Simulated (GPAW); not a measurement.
Input of a GPAW 26.7.0 run:

The input run.py:

```python
from ase.filters import FrechetCellFilter
from ase.io import read, write
from ase.optimize import BFGS
from gpaw import GPAW, PW

atoms = read('POSCAR')

calc = GPAW(mode=PW(600),
            xc='MGGA_X_REVTPSS+MGGA_C_REVTPSS',
            kpts={'size': (6, 6, 3), 'gamma': True},
            occupations={'name': 'fermi-dirac', 'width': 0.05},
            nbands=31,
            convergence={'density': 1e-06, 'energy': 1e-06, 'eigenstates': 1e-10},
            eigensolver='davidson',
            maxiter=150,
            txt='gpaw.txt')
atoms.calc = calc
opt = BFGS(FrechetCellFilter(atoms), trajectory='relax.traj', logfile='-')
done = opt.run(fmax=0.02, steps=60)
calc.write('gs.gpw')
write('result.traj', atoms)
print('Converged:', done)
print('Cell:', atoms.cell.cellpar().round(4))
print('Volume:', round(atoms.get_volume(), 4))
print(atoms.get_scaled_positions().round(5))
```

The input POSCAR:

```
ZnS
1.0
    3.8110000000      0.0000000000      0.0000000000
   -1.9055000000      3.3004228138      0.0000000000
    0.0000000000      0.0000000000      6.2340000000
Zn S
2 2
Direct
    0.6666666667      0.3333333333      0.5000000000
    0.3333333333      0.6666666667      0.0000000000
    0.6666666667      0.3333333333      0.8850000000
    0.3333333333      0.6666666667      0.3850000000
```

Potentials or basis: GPAW PAW data sets (gpaw-data 1.2.1), pw.

Launch:

```bash
$ OMP_NUM_THREADS=1 python run.py
```

Problem. Predict the relaxed volume.

Solution. 19.92 Å³/atom.

Problem. What does it give for the relaxed cell?

Solution. a = 3.835 Å, b = 3.835 Å, c = 6.257 Å, α = 90.00°, β = 90.00°, γ = 120.00°.

Problem. Predict the space group after relaxing (to 0.05 Å).

Solution. P6_3mc (No. 186).

The path:
```csv
step,energy change (eV),largest force (eV/Å),pressure (GPa),volume (Å³)
1,0.0000,0.3154,1.29,78.41
2,-0.0070,0.2685,1.12,78.54
3,-0.0243,0.0261,0.29,79.31
4,-0.0245,0.0015,0.30,79.29
5,-0.0247,0.0102,0.26,79.34
6,-0.0252,0.0239,0.07,79.54
7,-0.0254,0.0188,-0.06,79.68
```

Caveat: later steps reuse the first step's grids; the PAW data sets were made with another functional, which shifts forces and pressure a little. Zero-point motion and thermal expansion aren't in these numbers.
